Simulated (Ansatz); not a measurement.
# Work and stress of cleavage in Ti

Theory: DFT PBEsol, scalar-relativistic, plane waves, PAW (Ansatz 0.2.0). Settings: plane waves to 420 eV, k-mesh 22×22×7 (Γ-centred), Gaussian smearing 0.15 eV. No spin polarisation. Energies are free energies at this smearing, counted from the undisturbed cell; pressure is positive in compression.

Reference structure (relaxed at this level; this bcc form isn't the usual structure):

```
Ti
1.0
    -1.60512    1.60512   -1.60512
    -1.60512   -1.60512    1.60512
     0.00000    6.42046    6.42046
Ti
4
Direct
  0.00000 0.00000 0.87500
  0.50000 0.50000 0.12500
  0.00000 0.00000 0.37500
  0.50000 0.50000 0.62500
```

The cut lies on the cell's a–b face, a (0 1 1) plane (indices in the standard cell, whose axes needn't be the Cartesian ones shown) of area 7.29 Å², between layers 2.27 Å apart. Vector c is lengthened by d along the normal with the atoms' Cartesian places fixed: one unrelaxed cut a cell. The traction is positive where the two halves pull on each other.

```csv
d (Å),energy (J/m²),traction (GPa)
-0.30,0.28,-20.9
-0.15,0.06,-9.0
0.00,0.00,0.0
0.25,0.11,7.5
0.50,0.38,14.0
0.75,0.78,17.7
1.00,1.24,18.8
1.50,2.14,16.3
2.00,2.84,11.8
3.00,3.64,4.9
4.50,4.01,0.8
6.00,4.05,0.1
```

Q: What are the work of separation and the cleavage stress, and do they fit the universal binding curve?

A: The energy levels off near W ≈ 4.05 J/m² (the traction is down to 0.1 GPa), the energy of the two unrelaxed faces, 2.03 J/m² each on average. The largest sampled traction is 18.8 GPa at d = 1.00 Å, and a parabola through it and its two neighbours peaks at σ_max ≈ 18.8 GPa, d ≈ 1.05 Å. The curve E = W[1 − (1 + d/ℓ)exp(−d/ℓ)] peaks in traction at d = ℓ with σ_max = W/(eℓ); with 1 J/m² per Å = 10 GPa this W and σ_max give ℓ = 0.79 Å. A parabola through that curve at the same three d peaks at 0.73 Å, against 1.05 Å here, so the traction peaks further out than on that curve. Real crystals break at far lower stress, because cracks concentrate it, and on the plane of lowest W, which needn't be this one.

The cut is rigid; relaxing the faces lowers these energies and usually the stresses.

In a metal these slopes depend on the k mesh and the smearing.

Cost: 12 runs of about 15 core-minutes in all, on Arm Neoverse V1 (shared hosts).